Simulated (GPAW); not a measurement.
# Ti2Co (I4_1/amd) in GPAW: notebook

The runs below take Ti2Co through single point, with PBEsol.

Everything below comes from runs of GPAW 26.7.0. Logs are shortened: lines on timing, memory, paths and dates and some standing lists are left out, and cuts for length are marked. The log counts tension as positive stress, the text compression.

## Step 1: Starting point

Symmetry: I4_1/amd, No. 141, tetragonal system. The conventional cell has a = 4.568 Å, b = 4.568 Å, c = 6.730 Å, α = 90.00°, β = 90.00°, γ = 90.00°. Around Co (site symmetry -4m2) lie 12 Ti at 2.69 to 2.77 Å and 4 Co at 2.84 Å. Ti (site symmetry 2/m) is surrounded by 6 Ti at 2.28 to 2.33 Å.

## Step 2: Single point, PBEsol, collinear spin, ferromagnetic start, 11.71 Å³/atom

Contents of run.py:

```python
from ase import Atoms
from ase.dft.bandgap import bandgap
from ase.io import write
from ase.units import GPa
from gpaw import GPAW, PW, setup_paths

setup_paths.insert(0, '.')

atoms = Atoms(['Co', 'Co', 'Ti', 'Ti', 'Ti', 'Ti'],
              cell=[[0.0, 3.2304, 3.365],
                    [3.2304, 0.0, 3.365],
                    [3.2304, 3.2304, 0.0]],
              scaled_positions=[[0.75, 0.75, 0.75],
                                [0.5, 0.5, 0.5],
                                [0.125, 0.625, 0.125],
                                [0.125, 0.125, 0.625],
                                [0.625, 0.125, 0.125],
                                [0.125, 0.125, 0.125]],
              pbc=True)
atoms.set_initial_magnetic_moments([2.0, 2.0, 1.0, 1.0, 1.0, 1.0])

calc = GPAW(mode=PW(600),
            xc='PBEsol',
            kpts={'size': (5, 5, 5), 'gamma': True},
            occupations={'name': 'fermi-dirac', 'width': 0.05},
            nbands=61,
            convergence={'density': 1e-05, 'energy': 1e-05},
            maxiter=150,
            txt='gpaw.txt')
atoms.calc = calc
energy = atoms.get_potential_energy()
forces = atoms.get_forces()
stress = atoms.get_stress()
calc.write('gs.gpw')
write('result.traj', atoms)
print(f'Energy: {energy:.6f} eV')
print('Forces (eV/A):')
print(forces.round(4))
print('Stress (GPa):', (stress / GPa).round(3))
print('Moments:', calc.get_magnetic_moments().round(3))
print('Fermi level:', round(calc.get_fermi_level(), 4), 'eV')
print(f'Gap: {bandgap(calc)[0]:.4f} eV, direct: {bandgap(calc, direct=True)[0]:.4f} eV')
```

Potentials or basis: PAW data sets generated in the run's folder for this functional, pw.

The run is started by

```console
gpaw-setup -f PBEsol Co Ti
OMP_NUM_THREADS=1 python run.py
```

gpaw.txt:

```text
__  _  _
 | _ |_)|_||  |
 |__||  | ||/\| - 26.7.0

Input parameters:
  mode=PW(ecut=600.0),
  convergence={'density': 1e-05, 'energy': 1e-05},
  kpts=MonkhorstPack(size=(5, 5, 5), gamma=True),
  maxiter=150,
  nbands=61,
  occupations=Occupations(name='fermi-dirac', width=0.05),
  xc=XC(name='PBEsol')

Diagonalizing LCAO Hamiltonian
Converting LCAO to pw mode

                    Co

               Co
        Ti
           Ti
            Ti
       Ti

Atoms  # Å, Bohr magnetons
|   | symbol |        x |        y |        z |    initial magnetic moments |
|---|--------|----------|----------|----------|-----------------------------|
| 0 |     Co | 4.845600 | 4.845600 | 5.047500 | ( 0.0000,  0.0000,  2.0000) |
| 1 |     Co | 3.230400 | 3.230400 | 3.365000 | ( 0.0000,  0.0000,  2.0000) |
| 2 |     Ti | 2.422800 | 0.807600 | 2.523750 | ( 0.0000,  0.0000,  1.0000) |
| 3 |     Ti | 2.422800 | 2.422800 | 0.841250 | ( 0.0000,  0.0000,  1.0000) |
| 4 |     Ti | 0.807600 | 2.422800 | 2.523750 | ( 0.0000,  0.0000,  1.0000) |
| 5 |     Ti | 0.807600 | 0.807600 | 0.841250 | ( 0.0000,  0.0000,  1.0000) |

Unit cell  # Å
| periodic |        x |        y |        z |  lengths |    angles |
|----------|----------|----------|----------|----------|-----------|
|      yes | 0.000000 | 3.230400 | 3.365000 | 4.664623 | 60.679532 |
|      yes | 3.230400 | 0.000000 | 3.365000 | 4.664623 | 60.679532 |
|      yes | 3.230400 | 3.230400 | 0.000000 | 4.568475 | 58.640936 |

Number of symmetries: 8
Symmetry operations  # r_c * U_cc + t_c -> r_c
|   | kind |            matrix            |
|---|------|------------------------------|
| 0 |  E   |  1, 0, 0,  0, 1, 0,  0, 0, 1 |
| 1 |  σ   |  1, 0,-1,  0, 1,-1,  0, 0,-1 |
| 2 |  σ   |  0, 1, 0,  1, 0, 0,  0, 0, 1 |
| 3 |  C2  |  0, 1,-1,  1, 0,-1,  0, 0,-1 |
| 4 |  C2  |  0,-1, 1,  0,-1, 0,  1,-1, 0 |
| 5 |  S4  |  0,-1, 0,  0,-1, 1,  1,-1, 0 |
| 6 |  S4  | -1, 0, 1, -1, 0, 0, -1, 1, 0 |
| 7 |  C2  | -1, 0, 0, -1, 0, 1, -1, 1, 0 |

BZ-sampling:
  Number of BZ points: 125
  Number of IBZ points: 18

  Monkhorst-Pack size: [5, 5, 5]
  Monkhorst-Pack shift: [0, 0, 0]

K-points  # in reciprocal-cell coordinates
|     |                                coordinates |     weight |
|-----|--------------------------------------------|------------|
|   0 | (  0.00000000,   0.00000000,   0.00000000) | 0.00800000 |
|   1 | (  0.20000000,   0.00000000,   0.20000000) | 0.03200000 |
|   2 | (  0.20000000,   0.20000000,   0.00000000) | 0.01600000 |
|   3 | (  0.20000000,   0.20000000,   0.20000000) | 0.06400000 |
|   4 | (  0.20000000,   0.20000000,   0.40000000) | 0.03200000 |
|   5 | (  0.40000000,  -0.20000000,  -0.40000000) | 0.06400000 |
|   6 | (  0.40000000,   0.00000000,  -0.40000000) | 0.06400000 |
|   7 | (  0.40000000,   0.00000000,  -0.20000000) | 0.12800000 |
|   8 | (  0.40000000,   0.00000000,   0.40000000) | 0.03200000 |
|   9 | (  0.40000000,   0.20000000,  -0.40000000) | 0.06400000 |
| ... |                                            |            |
|  17 | (  0.40000000,   0.40000000,   0.40000000) | 0.06400000 |

Plane wave coefficients: 2354
Cutoff: 600.0 eV

Spin-components: 2 (collinear spins)
Bands:           61
Projectors:      36
Spin-degeneracy: 1
Datatype:        complex128

Parallelization:
  kpt:    1
  domain: 1
  band:   1

Density:
  Valence electrons: 66.0
  Components: 2
  Grid points: [27 27 27]
  Charge: 0.0  # |e|

Potential:
  Grid points: [27 27 27]

species:
  Co:
    name:    Cobalt
    Z:       27.0
    valence: 9
    core:    18
    charge:  0.0  # [|e|]
    compensation charges:
      type: gauss
      rc: 0.32  # [Å]
      lmax: 2
    cutoffs:
      filter: 1.87  # [Å]
      core: 2.55  # [Å]
    projectors
    | kind |    occ | energy [eV] | rcut [Å] |
    |------|--------|-------------|----------|
    |   4s |  2.000 |      -5.488 |    1.005 |
    |   4p |  0.000 |      -1.248 |    1.058 |
    |   3d |  7.000 |      -8.230 |    1.005 |
    |    s |        |      21.723 |    1.005 |
    |    p |        |      25.963 |    1.058 |
    |    d |        |      18.981 |    1.005 |

    Using partial waves for Co as LCAO basis

  Ti:
    name:    Titanium
    Z:       22.0
    valence: 12
    core:    10
    charge:  0.0  # [|e|]
    compensation charges:
      type: gauss
      rc: 0.38  # [Å]
      lmax: 2
    cutoffs:
      filter: 2.23  # [Å]
      core: 1.02  # [Å]
    projectors
    | kind |    occ | energy [eV] | rcut [Å] |
    |------|--------|-------------|----------|
    |   3s |  2.000 |     -62.441 |    1.270 |
    |   4s |  2.000 |      -4.477 |    1.270 |
    |   3p |  6.000 |     -38.776 |    1.058 |
    |   4p |  0.000 |      -1.449 |    1.058 |
    |   3d |  2.000 |      -4.275 |    1.058 |
    |    d |        |      22.937 |    1.058 |

    Using partial waves for Ti as LCAO basis

Reference energy: -168528.711575  # eV

eigensolver:
  PPCG
  Converge bands: occupied
  niter=2

density mixing:
  MSR1-Mixer
  Pratt-step length: 0.05
  Maximum mixing coefficient: 0.75
  Old densities: 10
  SVD Regularization: 0.005
  Good broyden scale: 1.0
  Trust region scale: 1.0
  Backstep threshold: 4.0
  History deletion threshold: 6.0
  Fourier metric: weight=20.0, sigma=0.015

occupation numbers:
  Fermi-Dirac:
    width: 0.0500  # eV

poisson solver:
  ecut: 4800.0  # eV

xc functional:
  name: PBEsol with 2 nearest neighbor stencil

convergence criteria:
- Maximum integral of absolute [dens]ity change: 1e-05 electrons / valence electron
- Maximum [total energy] change in last 3 cyles: 1e-05 eV / valence electron
- Maximum integral of absolute [eigenst]ate change: 4e-08 eV^2 / valence electron
maximum number of iterations: 150

SCF iterations
|iter     | |      energy | eigst |  dens |  magmom |
|---------|-|-------------|-------|-------|---------|
|iter:   1| |  -44.215291 | +0.44 |       |  +8.0227|
|iter:   2| |  -42.007335 | -1.40 | -0.83 |  +7.8259|
|iter:   3| |  -41.970674 | -2.74 | -1.02 |  +7.5926|
|iter:   4| |  -41.987099 | -1.70 | -1.04 |  +6.1738|
|iter:   5| |  -42.294043 | -1.80 | -1.23 |  +4.6021|
|iter:   6| |  -42.495308 | -2.68 | -1.41 |  +3.0060|
|iter:   7| |  -42.540949 | -2.51 | -1.64 |  +1.3974|
|iter:   8| |  -42.760630 | -2.76 | -1.95 |  +1.2185|
|iter:   9| |  -42.550864 | -2.93 | -1.56 |  +1.1190|
|iter:  10| |  -42.563739 | -3.78 | -2.04 |  +0.8844|
|iter:  11| |  -42.566913 | -3.43 | -1.92 |  +0.9246|
|iter:  12| |  -42.568003 | -3.94 | -2.27 |  +0.7453|
|iter:  13| |  -42.569947 | -3.91 | -2.31 |  +0.6357|
|iter:  14| |  -42.570650 | -4.00 | -2.50 |  +0.5216|
|iter:  15| |  -42.570933 | -3.93 | -2.56 |  +0.3711|
|iter:  16| |  -42.571105c| -4.32 | -2.64 |  +0.2398|
|iter:  17| |  -42.571241c| -4.77 | -3.09 |  +0.1538|
|iter:  18| |  -42.571249c| -5.17 | -3.41 |  +0.1000|
|iter:  19| |  -42.571249c| -5.94 | -3.82 |  +0.0809|
|iter:  20| |  -42.571269c| -6.75 | -3.96 |  +0.0769|
|iter:  21| |  -42.571267c| -6.93 | -4.12 |  +0.0827|
|iter:  22| |  -42.571266c| -6.96 | -4.45 |  +0.0874|
|iter:  23| |  -42.571263c| -7.42c| -4.48 |  +0.0824|
|iter:  24| |  -42.571264c| -7.09 | -4.57 |  +0.0755|
|iter:  25| |  -42.571257c| -7.01 | -4.52 |  +0.0692|
|iter:  26| |  -42.571258c| -7.56c| -4.54 |  +0.0656|
|iter:  27| |  -42.571256c| -7.66c| -4.84 |  +0.0620|
|iter:  28| |  -42.571255c| -7.96c| -4.83 |  +0.0581|
|iter:  29| |  -42.571254c| -7.69c| -5.14c|  +0.0541|

Converged in 29 steps
Energy contributions relative to reference atoms: (reference = -168528.711575)

Energy contributions:
  Kinetic:          80.401389
  Coulomb:         -53.458286
  Zero:             -0.459531
  External:          0.000000
  Xc:              -69.015936
  Entropy:          -0.077777
  Spinorbit:         0.000000
  ----------------------------
  Free energy:     -42.610142
  Extrapolated:    -42.571254

dipole moment: (-24.601574, -24.601574, -25.626639)  # |e|*Ang

Total magnetic moment: (0.000000, 0.000000, 0.054133)

Local magnetic moments
|        x |        y |        z |
|----------|----------|----------|
| 0.000000 | 0.000000 | 0.019467 |  # Co   0
| 0.000000 | 0.000000 | 0.019782 |  # Co   1
| 0.000000 | 0.000000 | 0.003297 |  # Ti   2
| 0.000000 | 0.000000 | 0.003297 |  # Ti   3
| 0.000000 | 0.000000 | 0.003297 |  # Ti   4
| 0.000000 | 0.000000 | 0.003297 |  # Ti   5

Fermi level: 11.436
Eigenvalues  # (at kpt = [0.000, 0.000, 0.000])
| band index |      eig [eV] | occ [0-1] |      eig [eV] | occ [0-1] |
|------------|---------------|-----------|---------------|-----------|
|          0 |       -44.621 |     1.000 |       -44.618 |     1.000 |
|        ... |               |           |               |           |
|         24 |         9.792 |     1.000 |         9.805 |     1.000 |
|         25 |         9.838 |     1.000 |         9.853 |     1.000 |
|         26 |        10.126 |     1.000 |        10.137 |     1.000 |
|         27 |        10.301 |     1.000 |        10.317 |     1.000 |
|         28 |        10.347 |     1.000 |        10.356 |     1.000 |
|         29 |        10.381 |     1.000 |        10.400 |     1.000 |
[... 8 lines left out ...]
|         38 |        15.859 |     0.000 |        15.862 |     0.000 |
|         39 |        15.943 |     0.000 |        15.944 |     0.000 |
|        ... |               |           |               |           |
|         60 |        28.458 |     0.000 |        28.461 |     0.000 |

No gap
No difference between direct/indirect transitions

Forces  # eV/Ang
|        x |        y |        z |
|----------|----------|----------|
| -0.00000 | -0.00000 |  0.00000 |  # Co   0
|  0.00000 |  0.00000 |  0.00000 |  # Co   1
|  0.00001 | -0.00001 | -0.00005 |  # Ti   2
|  0.00001 |  0.00001 |  0.00005 |  # Ti   3
| -0.00001 |  0.00001 | -0.00005 |  # Ti   4
| -0.00001 | -0.00001 |  0.00005 |  # Ti   5

Stress tensor  # eV/Ang^3
|         x |         y |         z |
|-----------|-----------|-----------|
| -0.220705 | -0.000000 | -0.000000 |
| -0.000000 | -0.220705 |  0.000000 |
| -0.000000 |  0.000000 | -0.202314 |

# Writing to gs.gpw (mode='')
```

Run time: 6.5 min. Hardware: 1 thread of Arm Neoverse V1, shared host; peak memory 0.3 GiB.

What came out:

- Free energy: -42.6101 eV
- Pressure: 34.4 GPa
- Band gap on the k mesh: none (metal or under the smearing width)
- Net moment: 0.05 μB per cell

Caveat: the density grid can change from cell to cell, which puts small steps into energies and stress; the starting moments collapsed, and a magnetic state may lie lower.

## Step 3: Single point, PBEsol, collinear spin, ferromagnetic start, 12.20 Å³/atom

Edit run.py of step 2 so:

```diff
@@ -9,5 +9,5 @@
 atoms = Atoms(['Co', 'Co', 'Ti', 'Ti', 'Ti', 'Ti'],
-              cell=[[0.0, 3.2304, 3.365],
-                    [3.2304, 0.0, 3.365],
-                    [3.2304, 3.2304, 0.0]],
+              cell=[[0.0, 3.2977, 3.365],
+                    [3.2977, 0.0, 3.365],
+                    [3.2977, 3.2977, 0.0]],
               scaled_positions=[[0.75, 0.75, 0.75],
```

Potentials or basis: PAW data sets generated in the run's folder for this functional, pw.

The run is started by

```console
gpaw-setup -f PBEsol Co Ti
OMP_NUM_THREADS=1 python run.py
```

Wall time 6 min (1 thread of Arm Neoverse V1, shared host); peak memory 0.3 GiB.

Results (log left out):

```yaml
Free_energy: -43.1863 eV
Pressure: 24.5 GPa
Band_gap_on_the_k_mesh: none (metal or under the smearing width)
Net_moment: 0.99 μB per cell
Site_moments: Co +0.39; Ti +0.05 μB
```

Caveat: the density grid can change from cell to cell, which puts small steps into energies and stress.
